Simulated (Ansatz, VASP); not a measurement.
# Two plane-wave programs on SnSe

Contents of INCAR:

```
SYSTEM = SnSe
PREC = Accurate
ENCUT = 520
EDIFF = 1E-6
ISMEAR = 0
SIGMA = 0.05
LREAL = .False.
LASPH = .True.
NELM = 100
ALGO = Normal
ISIF = 2
LWAVE = .False.
LCHARG = .False.
GGA = PS
NBANDS = 17
```

The input KPOINTS:

```
regular mesh
0
Gamma
  8 8 8
  0 0 0
```

Contents of POSCAR:

```
SnSe
1.0
    0.0000000000      3.0100000000      3.0100000000
    3.0100000000      0.0000000000      3.0100000000
    3.0100000000      3.0100000000      0.0000000000
Sn Se
1 1
Direct
    0.0000000000      0.0000000000      0.0000000000
    0.4563953488      0.4563953488      0.5436046512
```

Input for Ansatz:

```yaml
crystal:
  lattice:
    - [0.0, 3.01, 3.01]
    - [3.01, 0.0, 3.01]
    - [3.01, 3.01, 0.0]
  atoms:
    - { symbol: Sn, position: [0.0, 0.0, 0.0] }
    - { symbol: Se, position: [0.4563953488, 0.4563953488, 0.5436046512] }
basis:
  ecutwfc: 420
kpoints:
  mp_grid: { grid: [8, 8, 8] }
hamiltonian:
  xc: pbesol
scf:
  occupations: { method: gaussian, width: 0.05 }
output:
  forces: true
  stress: true
  eigenvalues: true
```

Change from the starting cell: all Se atoms moved +0.263 Å, as atom 2 towards its neighbour atom 1 (Sn) at 3.010 Å.

Alike in both runs: task single point; functional PBEsol; k mesh 8 × 8 × 8; occupations gaussian, width 0.05 eV; no spin polarisation.

```csv
,VASP,Ansatz
version,VASP 6.6.1,Ansatz 0.2.0
potentials or method,"VASP PAW PBE potentials, release 64 (Sn_d, Se)","scalar-relativistic, plane waves, PAW"
plane-wave cutoff (eV),520,420
valence electrons in the cell,20,30
```

|  | VASP | Ansatz | Ansatz less VASP |
| --- | --- | --- | --- |
| gap on the k mesh at the Fermi level (eV) | 0.87 | 0.87 | 0.000 |
| least direct gap on the mesh (eV) | 0.89 | 0.89 | +0.001 |
| pressure (GPa) | -0.8 | -0.9 | -0.02 |
| largest component of the traceless stress (GPa) | 1.44 | 1.42 | -0.023 |
| rms of the force components (eV/Å) | 0.141 | 0.135 | -0.0055 |

Atom by atom the forces differ by 0.006 eV/Å (rms over components). The two sets of potentials don't hold the same shells in valence.

Caveats: the PAW data sets were made with another functional, which shifts forces and pressure a little (VASP); spin-orbit coupling is left out, which moves the levels of the heavy elements. A k mesh can miss the band edges.
